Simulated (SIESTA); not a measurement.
The system is CdSe (Cadmoselite).

```
Cd Se
1.0
     4.30000    0.00000    0.00000
    -2.15000    3.72391    0.00000
     0.00000    0.00000    7.02000
Cd Se
2 2
Direct
  0.66667 0.33333 0.50000
  0.33333 0.66667 0.00000
  0.66667 0.33333 0.88500
  0.33333 0.66667 0.38500
```

Base run:

```yaml
Program: SIESTA 5.4.2
Functional: RPBE
Potentials_or_basis: PseudoDojo 0.4 standard (PBE files)
Basis: DZP (energy shift 0.003 Ry; two zetas on semicore shells)
Grid_cutoff: 800 Ry
Energy_shift: 0.003 Ry
k_mesh: 7 × 7 × 4
Occupations: fermi-dirac, width 0.05 eV
Spin: no spin polarisation
```

Its results: band gap on the k mesh 1.08 eV, direct; pressure 5.2 GPa; largest force 0.331 eV/Å.

Problem. The run is repeated on the same cell with these changes: functional from RPBE to PBE. What comes out?

Solution. Band gap on the k mesh 0.92 eV, direct; pressure 3.2 GPa; largest force 0.321 eV/Å.

PBE binds more tightly than RPBE, so the same cell stands under less pressure.

Caveats: the basis of atomic orbitals isn't converged, which shifts pressures, moduli and gaps; the potentials were made for another functional, which shifts forces and pressure (some runs).
